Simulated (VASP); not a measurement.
# Se (P3_121) in VASP: notebook, part 3 of 3

VASP 6.6.1.

## Step 4: Dielectric tensor, LDA

The input, INCAR:

```
PREC = Accurate
ENCUT = 400
EDIFF = 1E-8
ISMEAR = 0
SIGMA = 0.01
LREAL = False
LASPH = True
NELM = 100
ALGO = Normal
ISIF = 2
LWAVE = False
LCHARG = False
LEPSILON = True
```

The input, KPOINTS:

```
regular mesh
0
Gamma
  8 8 7
```

The input, POSCAR:

```
Se
1.0
    4.3662000000      0.0000000000      0.0000000000
   -2.1831000000      3.7812401180      0.0000000000
    0.0000000000      0.0000000000      4.9536000000
Se
3
Direct
    0.7746000000      0.7746000000      0.0000000000
    0.0000000000      0.2254000000      0.6666666667
    0.2254000000      0.0000000000      0.3333333333
```

Potentials or basis: VASP PAW LDA potentials, release 64 (Se).

Started as:

```console
> cat potpaw_LDA.64/Se/POTCAR > POTCAR
> mpirun -np 1 vasp_std > vasp.out
```

OUTCAR:

```text
PREC = Accurate
   ENCUT = 400
   EDIFF = 1E-8
   ISMEAR = 0
   LREAL = False
   LASPH = True
   NELM = 100
   ISIF = 2
   LEPSILON = True

 Found     55 irreducible k-points:

 Following reciprocal coordinates:
            Coordinates               Weight
  0.000000  0.000000  0.000000      1.000000
  0.125000  0.000000  0.000000      6.000000
  0.250000  0.000000  0.000000      6.000000
  0.375000  0.000000  0.000000      6.000000
  0.500000  0.000000  0.000000      3.000000
  0.125000  0.125000  0.000000      6.000000
   k-points           NKPTS =     55   k-points in BZ     NKDIM =     55   number of bands    NBANDS=     13
   number of dos      NEDOS =    301   number of ions     NIONS =      3
   total plane-waves  NPLWV =  25088
   dimension x,y,z NGX =    28 NGY =   28 NGZ =   32
   dimension x,y,z NGXF=    56 NGYF=   56 NGZF=   64
   ions per type =               3
   NGX,Y,Z   is equivalent  to a cutoff of  10.66, 10.66, 10.74 a.u.
   NGXF,Y,Z  is equivalent  to a cutoff of  21.32, 21.32, 21.48 a.u.
 SYSTEM =  unknown system
   PREC   = accura    normal or accurate (medium, high low for compatibility)
   ISTART =      0    job   : 0-new  1-cont  2-samecut
   ICHARG =      2    charge: 1-file 2-atom 10-const
   ISPIN  =      1    spin polarized calculation?
   LNONCOLLINEAR =      F non collinear calculations
   LSORBIT =      F    spin-orbit coupling
   LASPH  =      T    aspherical Exc in radial PAW
   ENCUT  =  400.0 eV  29.40 Ry    5.42 a.u.   7.12  7.12  8.08*2*pi/ulx,y,z
   NELM   =    100;   NELMIN=  2; NELMDL= -5     # of ELM steps
   EDIFF  = 0.1E-07   stopping-criterion for ELM
   LREAL  =      F    real-space projection
   EDIFFG = 0.1E-06   stopping-criterion for IOM
   NSW    =      0    number of steps for IOM
   IBRION =     -1    ionic relax: 0-MD 1-quasi-New 2-CG
   NFREE  =      0    steps in history (QN), initial steepest desc. (CG)
   ISIF   =      2    stress and relaxation
   ISYM   =      2    0-nonsym 1-usesym 2-fastsym
   POTIM  = 0.5000    time-step for ionic-motion
   TEBEG  =    0.0;   TEEND  =   0.0 temperature during run
   PSTRESS=    0.0 pullay stress
   NELECT =      18.0000    total number of electrons
   NUPDOWN=      -1.0000    fix difference up-down
   EMIN   =  10.00;   EMAX   =-10.00  energy-range for DOS
[... 172 lines left out ...]
  ---------------------------------------------------
  ---------------------------------------------------
  free energy    TOTEN  =        -2.12019992 eV

  energy without entropy =       -2.12019992

------------------------ aborting loop because EDIFF is reached ----------------------------------------

--------------------------------------- Ionic step        2  -------------------------------------------

------------------------ aborting loop because EDIFF is reached ----------------------------------------

--------------------------------------- Ionic step        3  -------------------------------------------

 Free energy of the ion-electron system (eV)
  ---------------------------------------------------
  ---------------------------------------------------
  free energy    TOTEN  =        -3.34716295 eV

  energy without entropy =       -3.34716295

------------------------ aborting loop because EDIFF is reached ----------------------------------------

 PIEZOELECTRIC TENSOR FIELD DIRECTION 3  (e Angst)
 -----------------------------------------------------------------------------
     0.00017  0.00000  0.00000           (  0.00000 -0.00000  0.00000)
    -0.00000  0.00017 -0.00000           ( -0.00000  0.00000  0.00000)
     0.00000  0.00000  0.00045           (  0.00000  0.00000 -0.00001)

 PIEZOELECTRIC TENSOR FIELD DIRECTION 3  (C/m^2)
 -----------------------------------------------------------------------------
     0.00003  0.00000  0.00000
    -0.00000  0.00003 -0.00000
     0.00000  0.00000  0.00009

 MACROSCOPIC STATIC DIELECTRIC TENSOR (including local field effects in DFT)
 ------------------------------------------------------
           9.965939     0.000000    -0.000000
           0.000000     9.965939     0.000000
           0.000000     0.000000    15.094866
 ------------------------------------------------------

 PIEZOELECTRIC TENSOR (including local field effects)  for field in x, y, z        (e  Angst)
          XX          YY          ZZ          XY          YZ          ZX
  --------------------------------------------------------------------------------
  x    -1.75825     1.75825    -0.00000     0.00000     0.14492     0.00000
  y     0.00000    -0.00000    -0.00000     1.75825     0.00000    -0.14491
  z     0.00000     0.00000     0.00000    -0.00000     0.00000     0.00000

 PIEZOELECTRIC TENSOR (including local field effects)  for field in x, y, z        (C/m^2)
          XX          YY          ZZ          XY          YZ          ZX
  --------------------------------------------------------------------------------
  x    -0.34446     0.34446    -0.00000     0.00000     0.02839     0.00000
  y     0.00000    -0.00000    -0.00000     0.34446     0.00000    -0.02839
  z     0.00000     0.00000     0.00000    -0.00000     0.00000     0.00000

 BORN EFFECTIVE CHARGES (including local field effects) (in |e|, cummulative output)
 ---------------------------------------------------------------------------------
 ion    1
    1    -0.43100     0.74651     0.36530
    2     0.74651     0.43100    -0.21091
    3     0.71811    -0.41460     0.00000
 ion    2
    1    -0.43100    -0.74651    -0.36530
    2    -0.74651     0.43100    -0.21091
    3    -0.71811    -0.41460     0.00000
 ion    3
    1     0.86200     0.00000     0.00000
    2     0.00000    -0.86200     0.42182
    3     0.00000     0.82921     0.00000
```

OSZICAR:

```text
N       E                     dE             d eps       ncg     rms          rms(c)
DAV:   1     0.756670798068E+02    0.75667E+02   -0.62843E+03  1430   0.929E+02
DAV:   2    -0.714552142451E+01   -0.82813E+02   -0.79820E+02  1907   0.166E+02
DAV:   3    -0.124002578788E+02   -0.52547E+01   -0.52253E+01  1670   0.490E+01
DAV:   4    -0.124495800373E+02   -0.49322E-01   -0.49290E-01  1765   0.555E+00
[... 11 lines left out ...]
RMM:   6    -0.334613485792E+01   -0.87366E-03   -0.70704E-05  3416   0.488E-02    0.244E-02
RMM:   7    -0.334691855025E+01   -0.78369E-03   -0.85046E-06  3432   0.197E-02    0.332E-03
RMM:   8    -0.334717510323E+01   -0.25655E-03   -0.26211E-06  3305   0.504E-03    0.110E-03
RMM:   9    -0.334716670844E+01    0.83948E-05   -0.31344E-06  3528   0.140E-03    0.136E-04
RMM:  10    -0.334716088567E+01    0.58228E-05   -0.12209E-06  3122   0.235E-04    0.817E-05
RMM:  11    -0.334716294673E+01   -0.20611E-05   -0.93061E-07  2274   0.822E-05    0.770E-06
```

stdout:

```text
POSCAR found type information on POSCAR Se
 POSCAR found :  1 types and       3 ions
 scaLAPACK will be used
 LDA part: xc-table for (Slater(with rela. corr.)+CA(PZ))
 , standard interpolation
 POSCAR, INCAR and KPOINTS ok, starting setup
 FFT: planning ... GRIDC
 FFT: planning ... GRID_SOFT
 FFT: planning ... GRID
 WAVECAR not read
 entering main loop
 Linear response reoptimize wavefunctions to high precision
 Linear response G [H, r] |phi>, progress :
  Direction:   1
 Linear response G [H, r] |phi>, progress :
  Direction:   2
 Linear response G [H, r] |phi>, progress :
  Direction:   3
 Linear response to external field (no local field effect), progress :
  Direction:   1
 dielectric tensor                  component  1 :    11.115    -0.004     0.791
 Linear response to external field (no local field effect), progress :
  Direction:   2
 dielectric tensor                  component  2 :     0.009    11.862    -3.991
 Linear response to external field (no local field effect), progress :
  Direction:   3
 dielectric tensor                  component  3 :     0.785    -3.989    16.357
 Linear response to external field, progress :
  Direction:   1
 dielectric tensor                  component  1 :     9.966    -0.267     0.928
 Linear response to external field, progress :
  Direction:   2
 dielectric tensor                  component  2 :     0.002     9.966     0.000
 Linear response to external field, progress :
  Direction:   3
 dielectric tensor                  component  3 :     0.748    -1.914    15.095
 Born effective charges drift removed
```

Wall time 4.1 min (1 thread of AMD EPYC 9R45 (Zen 5), shared host); peak memory 0.39 GiB.

These settings aren't checked as converged: the numbers below hold their error.

Results:

| Property | Result |
| --- | --- |
| Band gap on the k mesh | 1.10 eV, indirect (least direct gap 1.33 eV) |
| Electronic dielectric tensor (diagonal) | 9.97, 9.97, 15.09 |
| Born charges (mean of the diagonal) | Se +0.00 e |

Caveat: an odd mesh through Γ misses points on the zone boundary, where band edges often lie.

## Step 5: Dielectric tensor, LDA

Changes to INCAR since step 4:

```diff
@@ -2,3 +2,3 @@
 ENCUT = 400
-EDIFF = 1E-8
+EDIFF = 1E-5
 ISMEAR = 0
```

KPOINTS is that of step 4.

POSCAR is that of step 4.

Potentials or basis: VASP PAW LDA potentials, release 64 (Se).

Started as:

```console
> cat potpaw_LDA.64/Se/POTCAR > POTCAR
> mpirun -np 1 vasp_std > vasp.out
```

OUTCAR:

```text
PREC = Accurate
   ENCUT = 400
   EDIFF = 1E-5
   ISMEAR = 0
   LREAL = False
   LASPH = True
   NELM = 100
   ISIF = 2
   LEPSILON = True

 Found     55 irreducible k-points:

 Following reciprocal coordinates:
            Coordinates               Weight
  0.000000  0.000000  0.000000      1.000000
  0.125000  0.000000  0.000000      6.000000
  0.250000  0.000000  0.000000      6.000000
  0.375000  0.000000  0.000000      6.000000
  0.500000  0.000000  0.000000      3.000000
  0.125000  0.125000  0.000000      6.000000
   k-points           NKPTS =     55   k-points in BZ     NKDIM =     55   number of bands    NBANDS=     13
   number of dos      NEDOS =    301   number of ions     NIONS =      3
   total plane-waves  NPLWV =  25088
[... 239 lines left out ...]
 ------------------------------------------------------
           9.964405     0.000000    -0.000000
           0.000000     9.964405     0.000000
           0.000000     0.000000    15.091481
 ------------------------------------------------------

 PIEZOELECTRIC TENSOR (including local field effects)  for field in x, y, z        (e  Angst)
          XX          YY          ZZ          XY          YZ          ZX
  --------------------------------------------------------------------------------
  x    -1.75786     1.75786     0.00000     0.00000     0.14484    -0.00000
  y     0.00000     0.00000     0.00000     1.75786    -0.00000    -0.14485
  z     0.00000    -0.00000     0.00000     0.00000     0.00000     0.00000

 PIEZOELECTRIC TENSOR (including local field effects)  for field in x, y, z        (C/m^2)
          XX          YY          ZZ          XY          YZ          ZX
  --------------------------------------------------------------------------------
  x    -0.34438     0.34438     0.00000     0.00000     0.02838    -0.00000
  y     0.00000     0.00000     0.00000     0.34438    -0.00000    -0.02838
  z     0.00000    -0.00000     0.00000     0.00000     0.00000     0.00000

 BORN EFFECTIVE CHARGES (including local field effects) (in |e|, cummulative output)
 ---------------------------------------------------------------------------------
 ion    1
    1    -0.43097     0.74647     0.36481
    2     0.74647     0.43097    -0.21063
    3     0.71813    -0.41461    -0.00000
 ion    2
    1    -0.43097    -0.74647    -0.36481
    2    -0.74647     0.43097    -0.21063
    3    -0.71813    -0.41461    -0.00000
 ion    3
    1     0.86195     0.00000     0.00000
    2     0.00000    -0.86195     0.42125
    3     0.00000     0.82923    -0.00000
```

OSZICAR:

```text
N       E                     dE             d eps       ncg     rms          rms(c)
DAV:   1     0.756670798068E+02    0.75667E+02   -0.62843E+03  1430   0.929E+02
DAV:   2    -0.714552142451E+01   -0.82813E+02   -0.79820E+02  1907   0.166E+02
DAV:   3    -0.124002578788E+02   -0.52547E+01   -0.52253E+01  1670   0.490E+01
[... 16 lines left out ...]
RMM:   3    -0.327855645952E+01    0.18714E+00   -0.16171E-01  3286   0.225E+00    0.146E+00
RMM:   4    -0.332342671767E+01   -0.44870E-01   -0.10845E-01  3260   0.189E+00    0.235E-01
RMM:   5    -0.334447631066E+01   -0.21050E-01   -0.30157E-03  3361   0.379E-01    0.377E-02
RMM:   6    -0.334534984302E+01   -0.87353E-03   -0.70689E-05  3417   0.488E-02    0.244E-02
RMM:   7    -0.334613338321E+01   -0.78354E-03   -0.84600E-06  3429   0.197E-02    0.332E-03
RMM:   8    -0.334638988729E+01   -0.25650E-03   -0.24025E-06  2899   0.504E-03    0.111E-03
RMM:   9    -0.334638301729E+01    0.68700E-05   -0.15990E-06  1394   0.160E-03    0.109E-04
```

Wall time 2.9 min (1 thread of AMD EPYC 9R45 (Zen 5), shared host); peak memory 0.39 GiB.

The run converged, but some of its settings lie outside the range that counts as converged, so its numbers aren't taken as properties of the crystal.

What came out:

```yaml
Band_gap_on_the_k_mesh: 1.11 eV, indirect (least direct gap 1.33 eV)
Electronic_dielectric_tensor_diagonal: 9.96, 9.96, 15.09
Born_charges_mean_of_the_diagonal: Se +0.00 e
```

Caveat: an odd mesh through Γ misses points on the zone boundary, where band edges often lie.

## Step 6: For comparison

An earlier run on the cell as given: functional PBEsol; potentials or basis VASP PAW PBE potentials, release 64 (Se); cutoff 520 eV; k mesh 7 × 7 × 6; occupations fermi-dirac, width 0.05 eV; no spin polarisation.

* Pressure: 0.4 GPa
* Largest force: 0.333 eV/Å
* Band gap on the k mesh: 1.14 eV, indirect (least direct gap 1.43 eV)
